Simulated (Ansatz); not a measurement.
**C: tests of the settings**

The task, for C: relax the cell with several choices of k mesh.

Program: Ansatz 0.2.0. Level of theory: DFT PBE, scalar-relativistic, plane waves, PAW. These are calculated values, not measurements.

1 further run of the same task is left out (set aside as unsound or not needed).

## 1. The system as given

It takes space group Cmme (No. 67, orthorhombic). Conventional cell: a = 2.456 Å, b = 4.254 Å, c = 7.173 Å, α = 90.00°, β = 90.00°, γ = 90.00°. Around C (site symmetry m) lie 3 C at 1.42 Å.

Coordinates:

```cif
data_structure
_symmetry_space_group_name_H-M 'P 1'
_symmetry_Int_Tables_number 1
_cell_length_a 2.4561
_cell_length_b 2.4561
_cell_length_c 7.1733
_cell_angle_alpha 90.000
_cell_angle_beta 90.000
_cell_angle_gamma 120.000
_cell_volume 37.48
loop_
_atom_site_label
_atom_site_type_symbol
_atom_site_fract_x
_atom_site_fract_y
_atom_site_fract_z
_atom_site_occupancy
C1 C 0.08338 0.91662 0.75314 1
C2 C 0.58338 0.41662 0.24686 1
C3 C 0.91662 0.08338 0.24686 1
C4 C 0.41662 0.58338 0.75314 1
```

The structure comes from the Materials Project (structure only); it is used as listed.

## 2. The base run, which the others are set against

Input file input.yaml:

```yaml
crystal:
  lattice:
    - [1.22804797, -2.12706182, 0.0]
    - [1.22804797, 2.12706182, 0.0]
    - [0.0, 0.0, 7.17326776]
  atoms:
    - { symbol: C, position: [0.08337946, 0.91662054, 0.7531376] }
    - { symbol: C, position: [0.58337946, 0.41662054, 0.2468624] }
    - { symbol: C, position: [0.91662054, 0.08337946, 0.2468624] }
    - { symbol: C, position: [0.41662054, 0.58337946, 0.7531376] }
basis:
  ecutwfc: 420
kpoints:
  mp_grid: { grid: [18, 18, 6] }
hamiltonian:
  xc: pbe
scf:
  occupations: { method: gaussian, width: 0.1 }
output:
  forces: true
  stress: true
  eigenvalues: true
  populations: true
```

Its results, from an earlier run: -250.9358 eV/atom at zero smearing, pressure 3.75 GPa, largest force 0.026 eV/Å, gap on the mesh 0.02 eV, in 6 SCF cycles and 11 s.

## 3. Relaxing with k mesh 1×1×1

Input file input.yaml:

```yaml
crystal:
  lattice:
    - [1.22804797, -2.12706182, 0.0]
    - [1.22804797, 2.12706182, 0.0]
    - [0.0, 0.0, 7.17326776]
  atoms:
    - { symbol: C, position: [0.08337946, 0.91662054, 0.7531376] }
    - { symbol: C, position: [0.58337946, 0.41662054, 0.2468624] }
    - { symbol: C, position: [0.91662054, 0.08337946, 0.2468624] }
    - { symbol: C, position: [0.41662054, 0.58337946, 0.7531376] }
basis:
  ecutwfc: 420
kpoints:
  mp_grid: { grid: [1, 1, 1] }
hamiltonian:
  xc: pbe
scf:
  occupations: { method: gaussian, width: 0.1 }
output:
  forces: true
  stress: true
  eigenvalues: true
relax:
  adjacent_minimum: "off"
  f_tol: 0.01
  max_steps: 60
  cell: { stress_tol: 0.05 }
```

On the command line:

```sh
$ ansatz run input.yaml --threads 1 --pin off --max-ram 2560MiB --backend cpu --events-out ev --progress --plain --runs-dir out
```

## 4. Relaxation, k mesh: 3×3×1

input.yaml, as its differences from that of step 3:

```diff
@@ -13,3 +13,3 @@
 kpoints:
-  mp_grid: { grid: [1, 1, 1] }
+  mp_grid: { grid: [3, 3, 1] }
 hamiltonian:
```

## 5. Relaxation, k mesh: 6×6×2

input.yaml, as its differences from that of step 4:

```diff
@@ -13,3 +13,3 @@
 kpoints:
-  mp_grid: { grid: [3, 3, 1] }
+  mp_grid: { grid: [6, 6, 2] }
 hamiltonian:
```

## 6. Relaxation, k mesh: 12×12×4

input.yaml, as its differences from that of step 5:

```diff
@@ -13,3 +13,3 @@
 kpoints:
-  mp_grid: { grid: [6, 6, 2] }
+  mp_grid: { grid: [12, 12, 4] }
 hamiltonian:
```

(Steps that only read results are left out.)

**Question.** What does this series show? Wanted: relaxed volume by k mesh.

The runs gave:

| quantity | value |
| --- | --- |
| relaxed volume by k mesh (Å³/atom) | 1×1×1: 14.30; 3×3×1: 8.80; 6×6×2: 10.52; 12×12×4: 11.05; 18×18×6: 11.23 |

In words: The relaxed volumes span 62.5 %. The others all miss the best run's volume by more than 0.5 %, so convergence is not shown. Layers here are held mostly by dispersion, which this level lacks, so their spacing and the stiffness across them are unreliable there.
